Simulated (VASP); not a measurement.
Runs of VASP 6.6.1 on Mg2Sn. The structure is cubic, space group Fm-3m (No. 225). Conventional cell: a = 6.760 Å, b = 6.760 Å, c = 6.760 Å, α = 90.00°, β = 90.00°, γ = 90.00°. Around Mg (site symmetry -43m) lie 4 Sn at 2.93 Å. Around Sn (site symmetry m-3m) lie 8 Mg at 2.93 Å. The cell is a database's computed one.

```tsv
task	level	potentials or basis	cell	k mesh	cutoff (eV)	mesh quality	gap on the mesh (eV)	pressure (GPa)	relaxed volume (Å³/atom)
relaxation of cell and atoms	PBEsol	VASP PAW PBE potentials, release 64 (Mg, Sn_d)	relaxed	12 × 12 × 12	600	not flagged	none	0.0	(a)
single point	PBEsol	VASP PAW PBE potentials, release 64 (Mg, Sn_d)	as given	12 × 12 × 12	520	not flagged	none	-0.4	-
relaxation of cell and atoms	PBE+D3(BJ)	VASP PAW PBE potentials, release 64 (Mg, Sn_d)	relaxed	12 × 12 × 12	600	not flagged	none	0.0	25.14
relaxation of cell and atoms	PBE	VASP PAW PBE potentials, release 64 (Mg, Sn_d)	relaxed	12 × 12 × 12	600	not flagged	none	0.0	26.31
relaxation of cell and atoms	PBEsol	VASP PAW PBE potentials, release 64 (Mg, Sn_d)	relaxed	4 × 4 × 4	600	coarse	none	0.0	25.58
relaxation of cell and atoms	RPBE	VASP PAW PBE potentials, release 64 (Mg, Sn_d)	relaxed	12 × 12 × 12	600	not flagged	none	0.0	(b)
relaxation of cell and atoms	LDA	VASP PAW LDA potentials, release 64 (Mg, Sn_d)	relaxed	12 × 12 × 12	600	not flagged	none	0.0	24.51
relaxation of cell and atoms	PBEsol	VASP PAW PBE potentials, release 64 (Mg, Sn)	relaxed	12 × 12 × 12	580	not flagged	none	0.0	-
```

Alike in all rows: no spin polarisation; smearing gaussian 0.1 eV.

Fill in the values left out.

(a) 25.53; (b) 27.08.

Caveats: some runs use coarse meshes; this crystal is a semiconductor, whose small gap the functional closes, so the metal is an error of the method; the PAW data sets were made with another functional, which shifts forces and pressure a little (some runs); pairwise dispersion overbinds metals, which lowers pressure and volume (some runs); the relaxation stopped at its first step, so nothing moved (some runs).

A k mesh can miss the band edges, and the runs leave out spin-orbit coupling on Sn.

A gap of «none» marks a metal or a gap under the smearing width.

The runs don't all hold the same shells in valence.
